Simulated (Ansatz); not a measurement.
Runs of Ansatz 0.2.0 on ZnO (zincite). Symmetry: P6_3mc, No. 186, hexagonal system. Conventional cell: a = 3.249 Å, b = 3.249 Å, c = 5.206 Å, α = 90.00°, β = 90.00°, γ = 120.00°. Zn (site symmetry 3m) has 4 O at 1.97 to 1.98 Å as nearest neighbours. O (site symmetry 3m) has 4 Zn at 1.97 to 1.98 Å as nearest neighbours. 

```csv
task,level,k mesh,cutoff (eV),smearing,points for each segment of the path,atoms under strain,mesh quality,gap on the mesh (eV),pressure (GPa),largest force (eV/Å)
band structure,r2SCANh,5 × 5 × 3,500,fermi-dirac 0.05 eV,4,-,coarse,2.14,-2.0,0.07
band structure,B3LYP,5 × 5 × 3,420,fermi-dirac 0.05 eV,4,-,coarse,2.88,4.4,0.07
band structure,PBEsol0,5 × 5 × 3,420,fermi-dirac 0.05 eV,4,-,coarse,3.13,-4.3,0.07
band structure,LDA,9 × 9 × 5,420,fermi-dirac 0.05 eV,14,-,not flagged,(b),-7.1,0.05
elastic constants,LDA,7 × 7 × 4,420,fixed,-,relaxed,not flagged,0.73,-7.1,-
elastic constants,PBEsol,7 × 7 × 4,420,fixed,-,clamped,not flagged,0.70,(a),0.06
```

Alike in all rows: potentials or basis Ansatz PAW; no spin polarisation; cell as given.

Fill in the values left out.

(a) -1.5; (b) 0.74.

Caveats: some runs use coarse meshes; the PAW data sets come from PBE, with cores solved anew for the run's functional, which leaves a small shift of forces and pressure; the thresholds are loose for stress (some runs); odd divisions of the mesh miss points on the zone boundary, where band edges often lie, so the gap on the mesh can be too wide (some runs); the cell is more than 3 GPa from zero pressure, which shifts response properties (some runs).

Runs at the PBE level aren't shown here.
